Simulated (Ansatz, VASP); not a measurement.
Hg in VASP and in Ansatz

Contents of INCAR:

```
  ALGO = Normal
  EDIFF = 1E-6
  EDIFFG = -0.02
  ENCUT = 600
  GGA = PE
  IBRION = 2
  ISIF = 3
  ISMEAR = 0
  LASPH = True
  LCHARG = False
  LREAL = False
  LWAVE = False
  NELM = 100
  NSW = 90
  PREC = Accurate
  SIGMA = 0.1
```

File KPOINTS:

```
k-points
0
Gamma
  6 6 10
```

The input POSCAR:

```
Hg
1.0
    5.6169799502      0.0000000000      0.0000000000
   -2.8084899751      4.8644473294      0.0000000000
    0.0000000000      0.0000000000      3.2746223205
Hg
3
Direct
    0.3333333333      0.6666666667      0.5000000000
    0.0000000000      0.0000000000      0.0000000000
    0.6666666667      0.3333333333      0.5000000000
```

Input for Ansatz:

```yaml
crystal:
  lattice:
    - [5.6169799502, 0.0, 0.0]
    - [-2.8084899751, 4.8644473294, 0.0]
    - [0.0, 0.0, 3.2746223205]
  atoms:
    - { symbol: Hg, position: [0.3333333333, 0.6666666667, 0.5] }
    - { symbol: Hg, position: [0.0, 0.0, 0.0] }
    - { symbol: Hg, position: [0.6666666667, 0.3333333333, 0.5] }
basis:
  ecutwfc: 420
kpoints:
  mp_grid: { grid: [6, 6, 10] }
hamiltonian:
  xc: pbe
scf:
  occupations: { method: gaussian, width: 0.1 }
output:
  forces: true
  stress: true
  eigenvalues: true
relax:
  adjacent_minimum: "off"
  f_tol: 0.02
  max_steps: 70
  cell: { stress_tol: 0.1 }
```

Alike in both runs: task relaxation of cell and atoms; functional PBE; k mesh 6 × 6 × 10; occupations gaussian, width 0.1 eV; no spin polarisation.

```csv
,VASP,Ansatz
version,VASP 6.6.1,Ansatz 0.2.0
potentials or method,"VASP PAW PBE potentials, release 64 (Hg)","scalar-relativistic, plane waves, PAW"
plane-wave cutoff (eV),600,420
valence electrons in the cell,36,60
```

Ansatz gave:

```
gap on the k mesh at the Fermi level, each at its own relaxed structure (eV) : none
relaxed volume (Å³/atom)                                                     : 28.87
relaxed cell length with the largest relative difference (Å)                 : 3.222
energy change over the relaxation (meV/atom)                                 : -1
```

Problem. What did VASP give for the same quantities?

Solution. gap on the k mesh at the Fermi level, each at its own relaxed structure (eV): none; relaxed volume (Å³/atom): 29.23; relaxed cell length with the largest relative difference (Å): 3.252; energy change over the relaxation (meV/atom): 0.

A gap of «none» marks a metal or a gap that the smearing closes. The two sets of potentials don't hold the same shells in valence.

Spin-orbit coupling is left out, which matters for the levels of Hg.
